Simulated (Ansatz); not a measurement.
Rows from a G0W0 calculation on AlN (F-43m) (Ansatz 0.2.0; G0W0 on PBE, plane waves, PAW; PAW set soft_1; 6×6×6 mesh, 62 empty bands, screening to 120 eV, plasmon pole, PAW set soft_1 files), in eV. Spin-orbit coupling is left out.

| row | Σx | Σc | Vxc | Z |
| --- | --- | --- | --- | --- |
| A | -9.81 | -3.85 | -14.47 | 0.82 |
| B | -6.06 | -4.44 | -11.30 | 0.84 |
| C | -6.54 | -5.16 | -12.79 | 0.82 |
| D | -21.21 | 3.68 | -16.55 | 0.79 |
| E | -21.73 | 3.32 | -17.68 | 0.79 |
| F | -5.87 | -3.81 | -10.15 | 0.84 |

**Question.** Which rows are filled states and which are empty ones, and how can one tell?

Filled: D and E. Empty: A, B, C and F. The sign of Σc tells: for a filled state bare exchange, which holds its interaction with itself, lies below Vxc (Σx − Vxc is -4.1 eV or lower here) and screening gives part back as a positive Σc. For an empty state Σx lies above Vxc (+4.3 eV or more) and the Coulomb hole leaves Σc negative.

[Runs of the session that timed out or met a known fault of the program may be left out.]

[Cells called generated may have been cut or substituted from an entry of the Crystallography Open Database or the Materials Project.]

[Hosts, paths, dates, database ids (printed as entryN), source tags and the programs' standing remarks are cut or masked in the printed files.]
